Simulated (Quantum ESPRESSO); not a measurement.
**Ge under changes of volume**

One of the cells (22.639 Å³/atom); the others are scaled copies at fixed shape and fractional positions:

```xyz
2
Lattice="0.0000 2.8289 2.8289 2.8289 0.0000 2.8289 2.8289 2.8289 0.0000" Properties=species:S:1:pos:R:3 pbc="T T T"
Ge    4.2434    4.2434    4.2434
Ge    2.8289    2.8289    2.8289
```

| Quantity | Value |
| --- | --- |
| Program | Quantum ESPRESSO 7.5 |
| Functional | B86bPBE |
| Potentials or basis | PseudoDojo 0.4.1 SR PBE standard |
| Cutoff | 1061 eV |
| Density cutoff | 4245 eV |
| k mesh | 8 × 8 × 8 |
| Occupations | fermi-dirac, width 0.05 eV |
| Spin | no spin polarisation |

```tsv
volume (Å³/atom)	energy over the lowest point (meV/atom)	pressure (GPa)
21.281	?	?
21.733	51.17	7.6
22.186	32.31	5.8
22.639	18.26	4.2
23.092	8.39	2.8
23.545	2.44	1.4
23.997	0.00	0.3
```

**Question.** What does the run at 21.281 Å³/atom give?

**Answer.** Energy over the lowest point 75.51 meV/atom; pressure 9.6 GPa.

Worked out: A Birch-Murnaghan fit of order 3 (a polynomial in V^(-2/3)) to the other rows has its minimum at 24.12 Å³/atom, just outside them, with B0 = V·E''(V) = 58 GPa and B' = 4.2. It gives 75.16 meV/atom at 21.281 Å³/atom, against the run's 75.51, and -dE/dV = 9.5 GPa, against 9.6.

Energies are extrapolated to zero smearing.

Caveats: the potentials were made for another functional, which shifts forces and pressure.
